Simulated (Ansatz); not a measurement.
Te:

```
CELL_PARAMETERS angstrom
4.45400 0.00000 0.00000
-2.22700 3.85728 0.00000
0.00000 0.00000 5.92400
ATOMIC_POSITIONS crystal
Te 0.73100 0.73100 0.00000
Te 0.00000 0.26900 0.66667
Te 0.26900 0.00000 0.33333
```

Base run:

* Program: Ansatz 0.2.0
* Functional: HSE06 form with a typed share of exact exchange
* Potentials or basis: Ansatz PAW
* Cutoff: 420 eV (not typed: the program's choice for these potentials)
* k mesh: 4 × 4 × 3
* Occupations: fermi-dirac, width 0.05 eV
* Spin: no spin polarisation

Its results: band gap on the k mesh 0.80 eV, indirect (least direct gap 1.01 eV); pressure 1.6 GPa; largest force 0.137 eV/Å.

Q: The run is repeated on the same cell with these changes: share of exact exchange from 0 to 0.15. What comes out?

A: Band gap on the k mesh 1.07 eV, indirect (least direct gap 1.28 eV); pressure 0.5 GPa; largest force 0.125 eV/Å.

Caveats: odd divisions of the mesh miss points on the zone boundary, where band edges often lie, so the gap on the mesh can be too wide; spin-orbit coupling is left out, which moves the levels of the heavy elements; the PAW data sets were made with another functional, which shifts forces and pressure a little (some runs); the PAW data sets come from PBE, with cores solved anew for the run's functional, which leaves a small shift of forces and pressure (some runs); the thresholds are loose for stress (some runs).

A k mesh can miss the band edges.
